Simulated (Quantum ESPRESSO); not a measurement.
A run of Quantum ESPRESSO 7.5 is set up as follows.

pw.in

```
&CONTROL
  calculation = 'scf'
  prefix = 'pwscf'
  outdir = './tmp'
  pseudo_dir = './pseudo'
  tprnfor = .true.
  tstress = .true.
  disk_io = 'low'
/
&SYSTEM
  ibrav = 0
  nat = 4
  ntyp = 1
  ecutwfc = 58
  nbnd = 21
  input_dft = 'vdw-df-c09'
  occupations = 'fixed'
/
&ELECTRONS
  conv_thr = 8d-10
  electron_maxstep = 120
  mixing_beta = 0.5
/
ATOMIC_SPECIES
Cl    35.4500 Cl.upf
CELL_PARAMETERS bohr
   5.9431886619   -4.2518837804    0.0000000000
   5.9431886619    4.2518837804    0.0000000000
   0.0000000000    0.0000000000   15.5146514832
ATOMIC_POSITIONS bohr
Cl     5.9431886619    1.1054897829    6.2058605933
Cl     5.9431886619    3.1463939975   13.9631863349
Cl     5.9431886619   -1.1054897829    9.3087908899
Cl     5.9431886619   -3.1463939975    1.5514651483
K_POINTS automatic
7 7 4 0 0 0
```

File pp_density.in:

```
&INPUTPP
  prefix = 'pwscf'
  outdir = './tmp'
  filplot = 'density.dat'
  plot_num = 0
/
&PLOT
  nfile = 1
  filepp(1) = 'density.dat'
  iflag = 3
  output_format = 6
  fileout = 'density.cube'
/
```

Contents of pp_potential.in:

```
&INPUTPP
  prefix = 'pwscf'
  outdir = './tmp'
  filplot = 'potential.dat'
  plot_num = 11
/
&PLOT
  nfile = 1
  filepp(1) = 'potential.dat'
  iflag = 3
  output_format = 6
  fileout = 'potential.cube'
/
```

pp_elf.in

```
&INPUTPP
  prefix = 'pwscf'
  outdir = './tmp'
  filplot = 'elf.dat'
  plot_num = 8
/
&PLOT
  nfile = 1
  filepp(1) = 'elf.dat'
  iflag = 3
  output_format = 6
  fileout = 'elf.cube'
/
```

Contents of bands.in:

```
&CONTROL
  calculation = 'bands'
  prefix = 'pwscf'
  outdir = './tmp'
  pseudo_dir = './pseudo'
  disk_io = 'low'
  verbosity = 'high'
/
&SYSTEM
  ibrav = 0
  nat = 4
  ntyp = 1
  ecutwfc = 58
  nbnd = 21
  input_dft = 'vdw-df-c09'
  occupations = 'fixed'
/
&ELECTRONS
  conv_thr = 1d-08
  electron_maxstep = 120
  mixing_beta = 0.5
  diago_full_acc = .true.
/
ATOMIC_SPECIES
Cl    35.4500 Cl.upf
CELL_PARAMETERS bohr
   5.9431886619   -4.2518837804    0.0000000000
   5.9431886619    4.2518837804    0.0000000000
   0.0000000000    0.0000000000   15.5146514832
ATOMIC_POSITIONS bohr
Cl     5.9431886619    1.1054897829    6.2058605933
Cl     5.9431886619    3.1463939975   13.9631863349
Cl     5.9431886619   -1.1054897829    9.3087908899
Cl     5.9431886619   -3.1463939975    1.5514651483
K_POINTS crystal
60
 0.0000000000  0.0000000000  0.0000000000 1
 0.0539938443 -0.0539938443  0.0000000000 1
 0.1079876887 -0.1079876887  0.0000000000 1
 0.1619815330 -0.1619815330  0.0000000000 1
 0.2159753774 -0.2159753774  0.0000000000 1
 0.2699692217 -0.2699692217  0.0000000000 1
 0.3239630661 -0.3239630661  0.0000000000 1
 0.3779569104 -0.3779569104  0.0000000000 1
 0.2834676828 -0.4084676828  0.0000000000 1
 0.1889784552 -0.4389784552  0.0000000000 1
 0.0944892276 -0.4694892276  0.0000000000 1
 0.0000000000 -0.5000000000  0.0000000000 1
 0.0000000000 -0.5000000000 -0.2500000000 1
 0.0000000000 -0.5000000000 -0.5000000000 1
 0.0944892276 -0.4694892276 -0.5000000000 1
 0.1889784552 -0.4389784552 -0.5000000000 1
 0.2834676828 -0.4084676828 -0.5000000000 1
 0.3779569104 -0.3779569104 -0.5000000000 1
 0.3307122966 -0.3307122966 -0.5000000000 1
 0.2834676828 -0.2834676828 -0.5000000000 1
 0.2362230690 -0.2362230690 -0.5000000000 1
 0.1889784552 -0.1889784552 -0.5000000000 1
 0.1417338414 -0.1417338414 -0.5000000000 1
 0.0944892276 -0.0944892276 -0.5000000000 1
 0.0472446138 -0.0472446138 -0.5000000000 1
 0.0000000000  0.0000000000 -0.5000000000 1
 0.0000000000  0.0000000000 -0.2500000000 1
 0.0000000000  0.0000000000  0.0000000000 1
-0.0555555556 -0.0555555556  0.0000000000 1
-0.1111111111 -0.1111111111  0.0000000000 1
-0.1666666667 -0.1666666667  0.0000000000 1
-0.2222222222 -0.2222222222  0.0000000000 1
-0.2777777778 -0.2777777778  0.0000000000 1
-0.3333333333 -0.3333333333  0.0000000000 1
-0.3888888889 -0.3888888889  0.0000000000 1
-0.4444444444 -0.4444444444  0.0000000000 1
-0.5000000000 -0.5000000000  0.0000000000 1
-0.4389784552 -0.5610215448  0.0000000000 1
-0.3779569104 -0.6220430896  0.0000000000 1
-0.3779569104 -0.6220430896 -0.1666666667 1
-0.3779569104 -0.6220430896 -0.3333333333 1
-0.3779569104 -0.6220430896 -0.5000000000 1
-0.4186379403 -0.5813620597 -0.5000000000 1
-0.4593189701 -0.5406810299 -0.5000000000 1
-0.5000000000 -0.5000000000 -0.5000000000 1
-0.5000000000 -0.5000000000 -0.3333333333 1
-0.5000000000 -0.5000000000 -0.1666666667 1
-0.5000000000 -0.5000000000  0.0000000000 1
 0.0000000000  0.0000000000 -0.5000000000 1
-0.0454545455 -0.0454545455 -0.5000000000 1
-0.0909090909 -0.0909090909 -0.5000000000 1
-0.1363636364 -0.1363636364 -0.5000000000 1
-0.1818181818 -0.1818181818 -0.5000000000 1
-0.2272727273 -0.2272727273 -0.5000000000 1
-0.2727272727 -0.2727272727 -0.5000000000 1
-0.3181818182 -0.3181818182 -0.5000000000 1
-0.3636363636 -0.3636363636 -0.5000000000 1
-0.4090909091 -0.4090909091 -0.5000000000 1
-0.4545454545 -0.4545454545 -0.5000000000 1
-0.5000000000 -0.5000000000 -0.5000000000 1
```

Potentials or basis: PseudoDojo 0.5 SR PBE stringent.

Launch:

```console
$ OMP_NUM_THREADS=1 pw.x -in pw.in > pw.out
$ OMP_NUM_THREADS=1 pp.x -in pp_density.in > pp_density.out
$ OMP_NUM_THREADS=1 pp.x -in pp_potential.in > pp_potential.out
$ OMP_NUM_THREADS=1 pp.x -in pp_elf.in > pp_elf.out
$ OMP_NUM_THREADS=1 pw.x -in bands.in > bands.out
```

Q: What does it give for the largest force?

A: 0.161 eV/Å.

Q: Estimate the band gap on the k mesh.

A: 2.44 eV, indirect (least direct gap 2.49 eV).

Q: What does it give for the band gap along the path?

A: 2.42 eV, indirect (least direct gap 2.48 eV).

Stress tensor (GPa, compression positive):
```
-0.71  0.00  0.00
 0.00 -1.28  0.00
 0.00  0.00 -1.23
```

Caveat: the potentials were made for another functional, which shifts forces and pressure.
